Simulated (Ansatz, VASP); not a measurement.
**One calculation of C, two programs**

```
C
1.0
     0.00000    1.76518    1.68204
     1.76518    0.00000    1.68204
     1.76518    1.76518    0.00000
C
2
Direct
  0.50000 0.50000 0.50000
  0.75000 0.75000 0.75000
```

Alike in both runs: task single point; functional LDA; k mesh 12 × 12 × 12; occupations gaussian, width 0.05 eV; no spin polarisation.

|  | VASP | Ansatz |
| --- | --- | --- |
| version | VASP 6.6.1 | Ansatz 0.2.0 |
| potentials or method | VASP PAW LDA potentials, release 64 (C) | scalar-relativistic, plane waves, PAW |
| plane-wave cutoff (eV) | 520 | 520 |
| valence electrons in the cell | 8 | 8 |

```tsv
	VASP	Ansatz	Ansatz less VASP
gap on the k mesh at the Fermi level (eV)	3.07	3.08	+0.010
least direct gap on the mesh (eV)	4.90	4.90	-0.003
pressure (GPa)	27.1	25.2	-1.97
largest component of the traceless stress (GPa)	30.64	30.70	+0.062
```

Ansatz warned: «pseudo_functional_mismatch».

Caveats: so large a pressure means that the cell lies far from this level's equilibrium, or that cutoff or potentials fall short (VASP).
